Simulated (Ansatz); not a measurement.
PbTe (zincblende) (r2SCAN geometry), in Ansatz:

```cif
data_structure
_symmetry_space_group_name_H-M 'F-43m'
_symmetry_Int_Tables_number 216
_cell_length_a 7.2830
_cell_length_b 7.2830
_cell_length_c 7.2830
_cell_angle_alpha 90.000
_cell_angle_beta 90.000
_cell_angle_gamma 90.000
_cell_volume 386.30
loop_
_atom_site_label
_atom_site_type_symbol
_atom_site_symmetry_multiplicity
_atom_site_Wyckoff_symbol
_atom_site_fract_x
_atom_site_fract_y
_atom_site_fract_z
_atom_site_occupancy
Pb1 Pb 4 a 0.00000 0.00000 0.00000 1
Te1 Te 4 d 0.25000 0.25000 0.75000 1
```

G0W0@PBE with 363 empty bands, a screening cutoff of 140 eV and a 4×4×4 mesh (PAW, contour deformation) gives 0.953 eV over the mesh points, from a PBE gap of 0.589 eV; it sums over 378 bands with 339 plane waves in the screening and a wave cutoff of 420 eV. G0W0 values are finite-basis, finite-mesh values. The calculation is spin-unpolarised, and the structure need not be a phase that has been made.

Task: Another run gave a Kohn-Sham gap of 0.462 eV and a G0W0 gap of 0.913 eV, summing over 378 bands with 339 plane waves in the screening and a wave cutoff of 420 eV. What was changed?

Result: Starting point LDA. The Kohn-Sham gap has moved while bands and screening basis stay.

Task: Estimate the gap with potentials of the kind norm-conserving, with them a wave cutoff of 1120 eV.

Result: 0.934 eV (-0.019 eV), from a Kohn-Sham gap of 0.592 eV.

Task: Estimate the gap with starting point r2SCAN, with them a wave cutoff of 500 eV.

Result: 1.055 eV (+0.102 eV), from a Kohn-Sham gap of 0.752 eV.

Spin-orbit coupling is left out; in compounds of Pb, Bi, Tl or Hg it can lower a gap by up to about 1 eV, split its edges or invert the bands.
